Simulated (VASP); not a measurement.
# GaSe (P6_3/mmc) in VASP: settings compared, part 3 of 3

VASP 6.6.1.

## 4. Relaxation of cell and atoms, PBE

This run uses another cell than the first one, of 28.49 Å³/atom, 1.159 times its volume.

INCAR reads:

```
ALGO = Normal
EDIFF = 1E-7
EDIFFG = -0.005
ENCUT = 600
GGA = PE
IBRION = 2
ISIF = 3
ISMEAR = 0
KPAR = 2
LASPH = T
LCHARG = F
LREAL = F
LWAVE = F
NELM = 80
NSW = 90
PREC = Accurate
SIGMA = 0.03
```

KPOINTS reads:

```
k-points
0
Gamma
  12 12 2
```

POSCAR reads:

```
GaSe                                    
1.0
    3.8168906648      0.0000000000      0.0000000000
   -1.9084453324      3.3055242792      0.0000000000
    0.0000000000     -0.0000000000     18.0668006926
  Ga              Se            
     4     4
Direct
     0.3333333332999970    0.6666666667000030    0.1816710117765870
     0.6666666667000030    0.3333333332999970    0.6816710117765871
     0.3333333332999970    0.6666666667000030    0.3183289882234130
     0.6666666667000030    0.3333333332999970    0.8183289882234129
     0.3333333332999970    0.6666666667000030    0.6167112459983294
     0.6666666667000030    0.3333333332999970    0.1167112459983292
     0.3333333332999970    0.6666666667000030    0.8832887540016706
     0.6666666667000030    0.3333333332999970    0.3832887540016707
```

The run is started by

```sh
$ cat potpaw_PBE.64/Ga_d/POTCAR potpaw_PBE.64/Se/POTCAR > POTCAR
$ mpirun -np 2 vasp_std > vasp.out
```

Wall time 6.1 min (2 MPI ranks of Intel Xeon Platinum 8488C (Sapphire Rapids), shared host); peak memory 0.61 GiB.

The run converged. Its results:

```
Free energy                            : -30.3661 eV
Relaxed volume                         : 28.51 Å³/atom
Relaxed cell                           : a = 3.818 Å, b = 3.818 Å, c = 18.072 Å, α = 90.00°, β = 90.00°, γ = 120.00°
Space group after relaxing (to 0.05 Å) : P6_3/mmc (No. 194)
Energy gained by relaxing              : 0.0 meV/atom
Ionic steps                            : 2
Pressure after relaxing                : 0.0 GPa
Band gap on the k mesh                 : 1.29 eV, indirect (least direct gap 1.31 eV)
```

Forces in eV/Å, atoms in the order of the input:
```
Ga   0.000  0.000 -0.001
Ga   0.000  0.000 -0.001
Ga   0.000  0.000  0.001
Ga   0.000  0.000  0.001
Se   0.000  0.000  0.002
Se   0.000  0.000  0.002
Se   0.000  0.000 -0.002
Se   0.000  0.000 -0.002
```

Final structure:
```yaml
crystal:
  lattice:
    - [3.81754, 0.00000, 0.00000]
    - [-1.90877, 3.30608, 0.00000]
    - [0.00000, 0.00000, 18.07233]
  atoms:
    - { symbol: Ga, position: [0.33333, 0.66667, 0.18167] }
    - { symbol: Ga, position: [0.66667, 0.33333, 0.68167] }
    - { symbol: Ga, position: [0.33333, 0.66667, 0.31833] }
    - { symbol: Ga, position: [0.66667, 0.33333, 0.81833] }
    - { symbol: Se, position: [0.33333, 0.66667, 0.61670] }
    - { symbol: Se, position: [0.66667, 0.33333, 0.11670] }
    - { symbol: Se, position: [0.33333, 0.66667, 0.88330] }
    - { symbol: Se, position: [0.66667, 0.33333, 0.38330] }
```

Levels at points of the mesh, in eV from the valence-band top:
```csv
k point,band 34,band 35,band 36,band 37,band 38,band 39,band 40,band 41,band 42,band 43
"(0.00, 0.00, 0.00)",-0.80,-0.78,-0.78,-0.70,-0.02,1.29,1.80,2.52,2.53,4.37
"(0.50, 0.00, 0.00)",-1.95,-1.92,-1.87,-1.61,-1.47,1.74,1.95,2.00,2.14,4.06
"(0.00, 0.00, 0.50)",-0.79,-0.79,-0.79,-0.39,-0.39,1.58,1.58,2.52,2.52,4.38
"(0.50, 0.00, 0.50)",-1.95,-1.93,-1.93,-1.54,-1.54,1.86,1.86,2.05,2.05,4.06
```

Caveat: this functional lacks dispersion, which binds the layers, so the pressure and a relaxed spacing across them are unreliable. A k mesh can miss the band edges.

## 5. Relaxation of cell and atoms, rev-vdW-DF2

This run uses another cell than the first one, of 24.13 Å³/atom, 0.981 times its volume.

INCAR reads:

```
PREC = Accurate ; ENCUT = 600
EDIFF = 1E-6 ; ISMEAR = 0
SIGMA = 0.03 ; LREAL = False
LASPH = True ; NELM = 80
ALGO = Normal ; ISIF = 3
LWAVE = False ; LCHARG = False
GGA = MK ; LUSE_VDW = True
AGGAC = 0.0 ; PARAM1 = 0.1234
PARAM2 = 0.711357 ; ZAB_VDW = -1.8867
IBRION = 2 ; NSW = 90
EDIFFG = -0.01 ; KPAR = 2
```

KPOINTS reads:

```
Automatic mesh
0
Gamma
  12 12 2
```

POSCAR reads:

```
GaSe
1.0
    3.7420000000      0.0000000000      0.0000000000
   -1.8710000000      3.2406670610      0.0000000000
    0.0000000000      0.0000000000     15.9190000000
Ga Se
4 4
Direct
    0.3333333333      0.6666666667      0.1770000000
    0.6666666667      0.3333333333      0.6770000000
    0.3333333333      0.6666666667      0.3230000000
    0.6666666667      0.3333333333      0.8230000000
    0.3333333333      0.6666666667      0.6000000000
    0.6666666667      0.3333333333      0.1000000000
    0.3333333333      0.6666666667      0.9000000000
    0.6666666667      0.3333333333      0.4000000000
```

The run is started by

```sh
$ cat potpaw_PBE.64/Ga_d/POTCAR potpaw_PBE.64/Se/POTCAR > POTCAR
$ mpirun -np 2 vasp_std > vasp.out
```

It took 36 min on 2 MPI ranks of Intel Xeon Platinum 8488C (Sapphire Rapids), shared host; peak memory 1.1 GiB.

The run converged. Its results:

| Property | Result |
| --- | --- |
| Free energy | -12.5845 eV |
| Relaxed volume | 25.07 Å³/atom |
| Relaxed cell | a = 3.788 Å, b = 3.788 Å, c = 16.138 Å, α = 90.00°, β = 90.00°, γ = 120.00° |
| Space group after relaxing (to 0.05 Å) | P6_3/mmc (No. 194) |
| Energy gained by relaxing | 18.4 meV/atom |
| Ionic steps | 10 |
| Pressure after relaxing | 0.0 GPa |
| Band gap on the k mesh | 0.72 eV, direct |

Forces in eV/Å, atoms in the order of the input:
```
Ga   0.000  0.000  0.002
Ga   0.000  0.000  0.002
Ga   0.000  0.000 -0.002
Ga   0.000  0.000 -0.002
Se   0.000  0.000 -0.002
Se   0.000  0.000 -0.002
Se   0.000  0.000  0.002
Se   0.000  0.000  0.002
```

Step by step:
| step | energy change (eV) | largest force (eV/Å) | pressure (GPa) | volume (Å³) |
| --- | --- | --- | --- | --- |
| 1 | 0.0000 | 1.1569 | 1.83 | 193.04 |
| 2 | -0.1297 | 0.2652 | 0.07 | 200.84 |
| 3 | -0.1397 | 0.0397 | 0.38 | 199.05 |
| 4 | -0.1397 | 0.0372 | 0.26 | 199.17 |
| 5 | -0.1455 | 0.0514 | -0.13 | 200.64 |
| 6 | -0.1459 | 0.0547 | -0.18 | 200.98 |
| 7 | -0.1457 | 0.0610 | -0.35 | 201.67 |
| 8 | -0.1460 | 0.0560 | -0.21 | 201.18 |
| 9 | -0.1472 | 0.0089 | 0.06 | 200.51 |
| 10 | -0.1472 | 0.0024 | -0.01 | 200.58 |

Final structure:
```yaml
crystal:
  lattice:
    - [3.78842, 0.00000, 0.00000]
    - [-1.89421, 3.28087, 0.00000]
    - [0.00000, 0.00000, 16.13751]
  atoms:
    - { symbol: Ga, position: [0.33333, 0.66667, 0.17403] }
    - { symbol: Ga, position: [0.66667, 0.33333, 0.67402] }
    - { symbol: Ga, position: [0.33333, 0.66667, 0.32598] }
    - { symbol: Ga, position: [0.66667, 0.33333, 0.82598] }
    - { symbol: Se, position: [0.33333, 0.66667, 0.60078] }
    - { symbol: Se, position: [0.66667, 0.33333, 0.10078] }
    - { symbol: Se, position: [0.33333, 0.66667, 0.89922] }
    - { symbol: Se, position: [0.66667, 0.33333, 0.39922] }
```

Levels at points of the mesh, in eV from the valence-band top:
```tsv
k point	band 35	band 36	band 37	band 38	band 39	band 40	band 41	band 42
(0.00, 0.00, 0.00)	-1.28	-1.15	-1.15	0.00	0.72	1.75	2.09	2.19
(0.50, 0.00, 0.00)	-2.38	-2.29	-2.21	-1.81	0.96	1.27	1.76	1.79
(0.00, 0.00, 0.50)	-1.19	-1.19	-0.90	-0.90	1.40	1.40	2.13	2.13
(0.50, 0.00, 0.50)	-2.36	-2.36	-2.10	-2.10	1.31	1.31	1.56	1.56
```

Caveat: the PAW data sets were made with another functional, which shifts forces and pressure a little.

## 6. Relaxation of cell and atoms, rev-vdW-DF2

This run uses another cell than the first one, of 25.07 Å³/atom, 1.020 times its volume.

INCAR: that of step 5 with these lines changed.

```diff
@@ -1,3 +1,3 @@
 PREC = Accurate ; ENCUT = 600
-EDIFF = 1E-6 ; ISMEAR = 0
+EDIFF = 1E-7 ; ISMEAR = 0
 SIGMA = 0.03 ; LREAL = False
@@ -10,2 +10,2 @@
 IBRION = 2 ; NSW = 90
-EDIFFG = -0.01 ; KPAR = 2
+EDIFFG = -0.005 ; KPAR = 2
```

KPOINTS is that of step 5.

POSCAR reads:

```
GaSe                                    
1.0
    3.7884228134      0.0000000000      0.0000000000
   -1.8942114067      3.2808703967     -0.0000000000
    0.0000000000     -0.0000000000     16.1375104821
  Ga              Se            
     4     4
Direct
     0.3333333332999970    0.6666666667000030    0.1740249691754317
     0.6666666667000030    0.3333333332999970    0.6740249691754319
     0.3333333332999970    0.6666666667000030    0.3259750308245682
     0.6666666667000030    0.3333333332999970    0.8259750308245681
     0.3333333332999970    0.6666666667000030    0.6007756196005197
     0.6666666667000030    0.3333333332999970    0.1007756196005196
     0.3333333332999970    0.6666666667000030    0.8992243803994803
     0.6666666667000030    0.3333333332999970    0.3992243803994803
```

Potentials or basis: VASP PAW PBE potentials, release 64 (Ga_d, Se).

The run is started by

```sh
$ cat potpaw_PBE.64/Ga_d/POTCAR potpaw_PBE.64/Se/POTCAR > POTCAR
$ mpirun -np 2 vasp_std > vasp.out
```

It took 5.9 min on 2 MPI ranks of Intel Xeon Platinum 8488C (Sapphire Rapids), shared host; peak memory 1.2 GiB.

It converged, with:

| Quantity | Value |
| --- | --- |
| Free energy | -12.5857 eV |
| Pressure after relaxing | 0.0 GPa |
| Band gap on the k mesh | 0.72 eV, direct |

Forces in eV/Å, atoms in the order of the input:
```
Ga   0.000  0.000  0.002
Ga   0.000  0.000  0.002
Ga   0.000  0.000 -0.002
Ga   0.000  0.000 -0.002
Se   0.000  0.000 -0.002
Se   0.000  0.000 -0.002
Se   0.000  0.000  0.002
Se   0.000  0.000  0.002
```

Final structure:
```xyz
8
Lattice="3.7884 0.0000 0.0000 -1.8942 3.2809 0.0000 0.0000 0.0000 16.1375" Properties=species:S:1:pos:R:3 pbc="T T T"
Ga    0.0000    2.1872    2.8083
Ga    1.8942    1.0936   10.8771
Ga    0.0000    2.1872    5.2604
Ga    1.8942    1.0936   13.3292
Se    0.0000    2.1872    9.6950
Se    1.8942    1.0936    1.6263
Se    0.0000    2.1872   14.5112
Se    1.8942    1.0936    6.4425
```

Levels at points of the mesh, in eV from the valence-band top:
```tsv
k point	band 34	band 35	band 36	band 37	band 38	band 39	band 40	band 41	band 42	band 43
(0.00, 0.00, 0.00)	-1.28	-1.28	-1.15	-1.15	0.00	0.72	1.75	2.09	2.19	3.88
(0.50, 0.00, 0.00)	-2.49	-2.38	-2.29	-2.21	-1.81	0.96	1.27	1.76	1.79	3.59
(0.00, 0.00, 0.50)	-1.19	-1.19	-1.19	-0.90	-0.90	1.40	1.40	2.13	2.13	3.92
(0.50, 0.00, 0.50)	-2.45	-2.36	-2.36	-2.10	-2.10	1.31	1.31	1.56	1.56	3.51
```

Caveat: the relaxation stopped at its first step, so nothing moved; the PAW data sets were made with another functional, which shifts forces and pressure a little. A k mesh can miss the band edges.

## 7. Overview

| level | gap on the mesh (eV) | pressure (GPa) | relaxed volume (Å³/atom) |
| --- | --- | --- | --- |
| PBE+D3(BJ) | 0.85 | 0.0 | 24.58 |
| PBE | 1.29 | 0.0 | 28.51 |
| rev-vdW-DF2 | 0.72 | 0.0 | - |

Alike in all rows: task relaxation of cell and atoms; potentials or basis VASP PAW PBE potentials, release 64 (Ga_d, Se); no spin polarisation; cell relaxed; k mesh 12 × 12 × 2; cutoff (eV) 600; smearing gaussian 0.03 eV.

Caveats: this functional lacks dispersion, which binds the layers, so the pressure and a relaxed spacing across them are unreliable (some runs); the relaxation stopped at its first step, so nothing moved (some runs); the PAW data sets were made with another functional, which shifts forces and pressure a little (some runs).

Absolute energies hang on the potentials; compare differences alone.
